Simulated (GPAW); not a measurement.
The system is GaSb.

```xyz
2
Lattice="0.0000 3.0590 3.0590 3.0590 0.0000 3.0590 3.0590 3.0590 0.0000" Properties=species:S:1:pos:R:3 pbc="T T T"
Sb    4.5885    4.5885    4.5885
Ga    0.0000    0.0000    0.0000
```

Base run:

```yaml
Program: GPAW 26.7.0
Functional: PBE
Potentials_or_basis: GPAW PAW data sets (gpaw-data 1.2.1)
Cutoff: 500 eV
Basis: pw
k_mesh: 6 × 6 × 6
Occupations: fermi-dirac, width 0.01 eV
Spin: no spin polarisation
```

Its results: band gap on the k mesh 0.09 eV, direct; pressure 2.0 GPa.

The run is repeated on the same cell with these changes: functional from PBE to r2SCAN; cutoff from 500 eV to 510 eV; k mesh from 6 × 6 × 6 to 4 × 4 × 4. What comes out?

Band gap on the k mesh 0.51 eV, direct; pressure 0.1 GPa.

Several settings changed at once, so the effect can't be laid on one alone.

Caveats: some runs use coarse meshes; the cutoff is short for stress and forces, so pressures can be off by a GPa or more; spin-orbit coupling is left out, which moves the levels of the heavy elements; the PAW data sets were made with another functional, which shifts forces and pressure a little (some runs).

A k mesh can miss the band edges.
